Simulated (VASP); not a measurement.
# What goes wrong when the gap of BeTe is computed with a bad input

Aim: see how common mistakes in a band-structure run show up, on BeTe. The starting structure is a measured crystal structure from the Crystallography Open Database. Cell and atoms stay as given unless a step says otherwise.

Main program and level: VASP 6.6.1; Kohn-Sham DFT with plane waves and PAW; LDA.

The database entry behind the starting cell differs from later determinations by our own check (an axis about 1.5 % short against later determinations), so it need not match the best structure at ambient conditions.

**1. The starting structure**

Symmetry: F-43m, No. 216, cubic system. The conventional cell has a = 5.540 Å, b = 5.540 Å, c = 5.540 Å, α = 90.00°, β = 90.00°, γ = 90.00°. Nearest to Te lie 4 Be at 2.40 Å. Nearest to Be lie 4 Te at 2.40 Å. Farther neighbours and most contacts between anions are not listed.

**2. Reference bands**

Contents of INCAR:

```
SYSTEM = BeTe
PREC = Accurate
ENCUT = 350
EDIFF = 1E-06
NELM = 100
ISMEAR = 0
SIGMA = 0.03
LREAL = .FALSE.
ALGO = Normal
GGA = CA
NBANDS = 16
LORBIT = 11
LWAVE = .FALSE.
LCHARG = .FALSE.
KPAR = 4
```

Contents of POSCAR:

```
BeTe
1.0
    0.0000000000      2.7700000000      2.7700000000
    2.7700000000      0.0000000000      2.7700000000
    2.7700000000      2.7700000000      0.0000000000
Te Be
1 1
Direct
    0.7500000000      0.7500000000      0.7500000000
    0.0000000000      0.0000000000      0.0000000000
```

Contents of KPOINTS:

```
Automatic mesh
0
Gamma
6 6 6
0 0 0
```

Contents of KPOINTS_OPT:

```
Line mode
10
Line-mode
Reciprocal
  0.00000000   0.00000000   0.00000000 GAMMA
  0.50000000   0.00000000   0.50000000 X

  0.50000000   0.00000000   0.50000000 X
  0.50000000   0.25000000   0.75000000 W

  0.50000000   0.25000000   0.75000000 W
  0.37500000   0.37500000   0.75000000 K

  0.37500000   0.37500000   0.75000000 K
  0.00000000   0.00000000   0.00000000 GAMMA

  0.00000000   0.00000000   0.00000000 GAMMA
  0.50000000   0.50000000   0.50000000 L

  0.50000000   0.50000000   0.50000000 L
  0.62500000   0.25000000   0.62500000 U

  0.62500000   0.25000000   0.62500000 U
  0.50000000   0.25000000   0.75000000 W

  0.50000000   0.25000000   0.75000000 W
  0.50000000   0.50000000   0.50000000 L

  0.50000000   0.50000000   0.50000000 L
  0.37500000   0.37500000   0.75000000 K

  0.62500000   0.25000000   0.62500000 U
  0.50000000   0.00000000   0.50000000 X
```

Potentials, in the order of the species: Te and Be (LDA family, release 64).

On the command line:

```bash
$ mpirun -np 4 vasp_std
```

Log:

```text
[banner, memory and clock lines left out]
running    4 mpi-ranks, on    1 nodes
 distrk:  each k-point on    1 cores,    4 groups
 distr:  one band on    1 cores,    1 groups

 POSCAR found type information on POSCAR TeBe
 POSCAR found :  2 types and       2 ions
 LDA part: xc-table for (Slater(with rela. corr.)+CA(PZ))
 , standard interpolation
 POSCAR, INCAR and KPOINTS ok, starting setup
 FFT: planning ... GRIDC
 FFT: planning ... GRID_SOFT
 FFT: planning ... GRID
 WAVECAR not read
 entering main loop
       N       E                     dE             d eps       ncg     rms          rms(c)
DAV:   1     0.143116474648E+02    0.14312E+02   -0.25682E+03   512   0.298E+02
DAV:   2    -0.805941822154E+01   -0.22371E+02   -0.20832E+02   688   0.644E+01
DAV:   3    -0.893386251811E+01   -0.87444E+00   -0.87348E+00   616   0.125E+01
DAV:   4    -0.894341145810E+01   -0.95489E-02   -0.95484E-02   736   0.149E+00
DAV:   5    -0.894357676548E+01   -0.16531E-03   -0.16531E-03   624   0.187E-01    0.454E+00
DAV:   6    -0.877405611684E+01    0.16952E+00   -0.16522E-01   672   0.108E+00    0.264E+00
DAV:   7    -0.871853551802E+01    0.55521E-01   -0.12154E-01   624   0.107E+00    0.481E-01
DAV:   8    -0.871782175240E+01    0.71377E-03   -0.66404E-03   632   0.329E-01    0.111E-01
DAV:   9    -0.871788604612E+01   -0.64294E-04   -0.24157E-04   728   0.702E-02    0.399E-02
DAV:  10    -0.871788985042E+01   -0.38043E-05   -0.16311E-05   616   0.149E-02    0.161E-02
DAV:  11    -0.871788926957E+01    0.58085E-06   -0.15426E-06   664   0.478E-03
   1 F= -.87178893E+01 E0= -.87178893E+01  d E =-.332965E-25
 Start KPOINTS_OPT (optional k-point list driver)
k-point batch [1-16\100]
       N       E                     dE             ncg
DAV:   1     0.451263660507E+03   -0.23225E+04      512
DAV:   2     0.994638106190E+02   -0.35180E+03      704
DAV:   3     0.861488280020E+02   -0.13315E+02      656
DAV:   4     0.860113320557E+02   -0.13750E+00      696
DAV:   5     0.860086681813E+02   -0.26639E-02      656
DAV:   6     0.860086020624E+02   -0.66119E-04      712
DAV:   7     0.860086002706E+02   -0.17918E-05      640
DAV:   8     0.860086002195E+02   -0.51097E-07      568
[...]
k-point batch [97-100\100]
       N       E                     dE             ncg
DAV:   1     0.289820482653E+04   -0.92447E+03      128
DAV:   2     0.281695325931E+04   -0.81252E+02      168
DAV:   3     0.281425558943E+04   -0.26977E+01      176
DAV:   4     0.281422136911E+04   -0.34220E-01      168
DAV:   5     0.281422059209E+04   -0.77703E-03      176
DAV:   6     0.281422057090E+04   -0.21183E-04      144
DAV:   7     0.281422057027E+04   -0.63634E-06      184
```

It took 6 s on 4 MPI ranks of AMD EPYC 7R43, shared host; peak memory 0.39 GiB; 21 s of CPU time.

Lines that name or quote the potential files are left out of all logs, and their timing lines are given in words.

From OUTCAR (step 2):

```text
ion  position               nearest neighbor table
   1  0.750  0.750  0.750-   2 2.40   2 2.40   2 2.40   2 2.40
   2  0.000  0.000  0.000-   1 2.40   1 2.40   1 2.40   1 2.40

  LATTYP: Found a face centered cubic cell.
 ALAT       =     5.5400000000

 Subroutine GETGRP returns: Found 24 space group operations
 (whereof 24 operations were pure point group operations)

The static configuration has the point symmetry T_d .

 Found     16 irreducible k-points:

   k-points           NKPTS =     16   k-points in BZ     NKDIM =     16   number of bands    NBANDS=     16

   dimension x,y,z NGX =    24 NGY =   24 NGZ =   24
   dimension x,y,z NGXF=    48 NGYF=   48 NGZF=   48

   ENCUT  =  350.0 eV  25.72 Ry    5.07 a.u.   5.98  5.98  5.98*2*pi/ulx,y,z

   NELECT =       8.0000    total number of electrons

 k-points in reciprocal lattice and weights: Automatic mesh
   0.00000000  0.00000000  0.00000000       0.005
   0.16666667  0.00000000  0.00000000       0.037
   0.33333333  0.00000000  0.00000000       0.037
   0.50000000  0.00000000  0.00000000       0.019
   0.16666667  0.16666667  0.00000000       0.028
   0.33333333  0.16666667  0.00000000       0.111
   0.50000000  0.16666667  0.00000000       0.111
  -0.33333333  0.16666667  0.00000000       0.111
  -0.16666667  0.16666667  0.00000000       0.056
[...]
-0.33333333  0.33333333  0.16666667       0.111
  -0.33333333  0.50000000  0.16666667       0.056

 average (electrostatic) potential at core
       1 -89.1409       2 -31.5646

 E-fermi :   5.7271

 k-point     1 :       0.0000    0.0000    0.0000
  band No.  band energies     occupation
      1      -7.1380      2.00000
      2       5.5143      2.00000
      3       5.5143      2.00000
      4       5.5143      2.00000
      5       9.0547      0.00000
      6       9.0547      0.00000
      7       9.0547      0.00000
      8       9.6039      0.00000
      9      13.7668      0.00000
    ...

 k-point     2 :       0.1667    0.0000    0.0000
  band No.  band energies     occupation
      1      -6.8616      2.00000
      2       3.4170      2.00000
      3       5.1015      2.00000
      4       5.1015      2.00000
      5       9.0256      0.00000
      6       9.6305      0.00000
      7       9.6305      0.00000
      8      11.5251      0.00000
      9      14.3526      0.00000
    ...

 k-point     3 :       0.3333    0.0000    0.0000
  band No.  band energies     occupation
      1      -6.1630      2.00000
      2       0.8187      2.00000
      3       4.5235      2.00000
      4       4.5235      2.00000
      5       8.7937      0.00000
      6      10.0887      0.00000
      7      10.0887      0.00000
      8      13.2094      0.00000
      9      14.9654      0.00000
    ...

  Total        0.2218394      0.2218394      0.2218394     -0.0000000      0.0000000      0.0000000
  in kB        8.3614167      8.3614167      8.3614167     -0.0000000      0.0000000      0.0000000
  external PRESSURE =       8.3614167 kB  Pullay stress =       0.0000000 kB

  energy-cutoff  :      350.00
  volume of cell :       42.51
      direct lattice vectors                 reciprocal lattice vectors
     0.000000000  2.770000000  2.770000000    -0.180505415  0.180505415  0.180505415
     2.770000000  0.000000000  2.770000000     0.180505415 -0.180505415  0.180505415
     2.770000000  2.770000000  0.000000000     0.180505415  0.180505415 -0.180505415

 POSITION                                       TOTAL-FORCE (eV/Angst)
 -----------------------------------------------------------------------------------
      4.15500      4.15500      4.15500        -0.000000      0.000000      0.000000
      0.00000      0.00000      0.00000         0.000000     -0.000000     -0.000000
 -----------------------------------------------------------------------------------
    total drift:                               -0.000000     -0.000000     -0.000000

  FREE ENERGIE OF THE ION-ELECTRON SYSTEM (eV)
  ---------------------------------------------------
  free  energy   TOTEN  =        -8.7178892696 eV

  energy  without entropy=       -8.7178892696  energy(sigma->0) =       -8.71788927

 total charge
# of ion       s       p       d       tot
------------------------------------------
    1        1.336   2.175   0.038   3.550
    2        0.378   0.614   0.000   0.992
--------------------------------------------------
tot          1.714   2.790   0.038   4.541

[... 3 further parts left out ...]
```

Spin-orbit coupling is off here; with elements this heavy it can split and shift levels by tenths of an eV.

The reference gap is 1.748 eV.

**3. Bands with one electron missing**

A slip made on purpose: one electron missing. Against step 2 the input has NELECT = 7 (also changed: NELM).

INCAR, as its differences from that of step 2:

```diff
@@ -4,3 +4,3 @@
 EDIFF = 1E-06
-NELM = 100
+NELM = 60
 ISMEAR = 0
@@ -15 +15,2 @@
 KPAR = 4
+NELECT = 7
```

POSCAR is that of step 2.

KPOINTS is that of step 2.

KPOINTS_OPT is that of step 2.

On the command line:

```bash
$ mpirun -np 4 vasp_std
```

Log:

```text
[... set-up lines as in an earlier step ...]
 entering main loop
       N       E                     dE             d eps       ncg     rms          rms(c)
DAV:   1     0.587136914537E+01    0.58714E+01   -0.20291E+03   512   0.236E+02
DAV:   2    -0.123404443356E+02   -0.18212E+02   -0.17676E+02   688   0.565E+01
DAV:   3    -0.130563997201E+02   -0.71596E+00   -0.71463E+00   616   0.107E+01
DAV:   4    -0.130651045392E+02   -0.87048E-02   -0.87033E-02   736   0.132E+00
DAV:   5    -0.130652623672E+02   -0.15783E-03   -0.15783E-03   624   0.172E-01BRMIX: very serious problems
 the old and the new charge density differ
 old charge density:     8.00000 new    7.00000
BRMIX: very serious problems
 the old and the new charge density differ
 old charge density:     8.00000 new    7.00000
BRMIX: very serious problems
 the old and the new charge density differ
 old charge density:     8.00000 new    7.00000
BRMIX: very serious problems
 the old and the new charge density differ
 old charge density:     8.00000 new    7.00000
    0.439E+00
[...]
DAV:  10    -0.131446885437E+02    0.59240E-05   -0.20192E-05   648   0.188E-02    0.115E-02
DAV:  11    -0.131446886405E+02   -0.96801E-07   -0.24935E-06   728   0.552E-03
   1 F= -.13144689E+02 E0= -.13143181E+02  d E =-.301576E-02
 Start KPOINTS_OPT (optional k-point list driver)
k-point batch [1-16\100]
       N       E                     dE             ncg
DAV:   1     0.290810113231E+03   -0.18886E+04      512
DAV:   2     0.595510860668E+01   -0.28486E+03      704
DAV:   3    -0.438978072680E+01   -0.10345E+02      672
DAV:   4    -0.452873840372E+01   -0.13896E+00      728
DAV:   5    -0.453177528691E+01   -0.30369E-02      648
DAV:   6    -0.453186427406E+01   -0.88987E-04      704
DAV:   7    -0.453186713429E+01   -0.28602E-05      656
DAV:   8    -0.453186721036E+01   -0.76069E-07      600
[...]
k-point batch [97-100\100]
       N       E                     dE             ncg
DAV:   1     0.227945921927E+04   -0.76475E+03      128
DAV:   2     0.220969461312E+04   -0.69765E+02      176
DAV:   3     0.220722632905E+04   -0.24683E+01      176
DAV:   4     0.220718742683E+04   -0.38902E-01      176
DAV:   5     0.220718664127E+04   -0.78556E-03      160
DAV:   6     0.220718661667E+04   -0.24595E-04      168
DAV:   7     0.220718661581E+04   -0.85616E-06      168
```

It took 6.2 s on 4 MPI ranks; peak memory 0.41 GiB; 22 s of CPU time.

Parts of OUTCAR (step 3):

```text
  Total      -10.1577591    -10.1577591    -10.1577591      0.0000000      0.0000000      0.0000000
  in kB     -382.8592906   -382.8592906   -382.8592906      0.0000000      0.0000000      0.0000000
  external PRESSURE =    -382.8592906 kB  Pullay stress =       0.0000000 kB

 POSITION                                       TOTAL-FORCE (eV/Angst)
 -----------------------------------------------------------------------------------
      4.15500      4.15500      4.15500         0.000000      0.000000      0.000000
      0.00000      0.00000      0.00000        -0.000000     -0.000000     -0.000000
 -----------------------------------------------------------------------------------
    total drift:                               -0.000000     -0.000000     -0.000000

  FREE ENERGIE OF THE ION-ELECTRON SYSTEM (eV)
  ---------------------------------------------------
  free  energy   TOTEN  =       -13.1446886405 eV

  energy  without entropy=      -13.1416728845  energy(sigma->0) =      -13.14318076

[... 2 parts as in an earlier step ...]

[... 1 further part left out ...]
[key lines of the parts left out:]
E-fermi :   3.7584
```

With one electron missing there is no gap to read, since by its occupations the run counts as a metal (its levels may still leave one).

**4. Bands with a k mesh far too coarse and no band path**

A slip made on purpose: a k mesh far too coarse and no band path. Against step 2 the input has a 3×3×3 mesh and no band path (also changed: NELM, NBANDS, KPAR and NCORE).

INCAR, as its differences from that of step 3:

```diff
@@ -10,3 +10,3 @@
 GGA = CA
-NBANDS = 16
+NBANDS = 10
 LORBIT = 11
@@ -14,3 +14,3 @@
 LCHARG = .FALSE.
-KPAR = 4
-NELECT = 7
+KPAR = 2
+NCORE = 2
```

POSCAR is that of step 3.

Contents of KPOINTS:

```
Automatic mesh
0
Gamma
3 3 3
0 0 0
```

On the command line:

```bash
$ mpirun -np 4 vasp_std
```

Log:

```text
[banner, memory and clock lines left out]
running    4 mpi-ranks, on    1 nodes
[...]
LDA part: xc-table for (Slater(with rela. corr.)+CA(PZ))
 , standard interpolation
 POSCAR, INCAR and KPOINTS ok, starting setup
[...]
entering main loop
       N       E                     dE             d eps       ncg     rms          rms(c)
DAV:   1     0.121826329255E+02    0.12183E+02   -0.25981E+03    80   0.471E+02
DAV:   2    -0.789553715799E+01   -0.20078E+02   -0.19673E+02   120   0.827E+01
DAV:   3    -0.861562033357E+01   -0.72008E+00   -0.71973E+00    98   0.162E+01
DAV:   4    -0.861955597136E+01   -0.39356E-02   -0.39355E-02    88   0.148E+00
[...]
DAV:   9    -0.837177937716E+01   -0.70802E-04   -0.22575E-04    92   0.990E-02    0.405E-02
DAV:  10    -0.837178712073E+01   -0.77436E-05   -0.34409E-05    88   0.286E-02    0.179E-02
DAV:  11    -0.837178703357E+01    0.87161E-07   -0.94259E-07    76   0.672E-03
   1 F= -.83717870E+01 E0= -.83717870E+01  d E =-.437844E-14
```

Wall time 1.2 s (4 MPI ranks); peak memory 0.32 GiB; 2.1 s of CPU time.

From OUTCAR (step 4):

```text
  Total        0.6821278      0.6821278      0.6821278     -0.0000000      0.0000000     -0.0000000
  in kB       25.7102947     25.7102947     25.7102947     -0.0000000      0.0000000     -0.0000000
  external PRESSURE =      25.7102947 kB  Pullay stress =       0.0000000 kB

  FREE ENERGIE OF THE ION-ELECTRON SYSTEM (eV)
  ---------------------------------------------------
  free  energy   TOTEN  =        -8.3717870336 eV

  energy  without entropy=       -8.3717870336  energy(sigma->0) =       -8.37178703

[... 2 parts as in an earlier step ...]

[... 2 further parts left out ...]
[key lines of the parts left out:]
E-fermi :   5.7390
```

With a k mesh far too coarse and no band path the gap is 2.057 eV, +0.309 eV from the reference, read on the mesh alone.

(Part 1 of 2 ends here.)

[Lines on the potential files, build, host, timing and source positions are cut from VASP's logs without a mark.]

[Logs are printed without paths, hosts, clocks, repeated set-up lines and the standing remarks that a program may print on its own settings, such as how far it seeks lower states.]

[Hosts, paths, dates, database ids (printed as entryN), source tags and the programs' standing remarks are cut or masked in the printed files.]
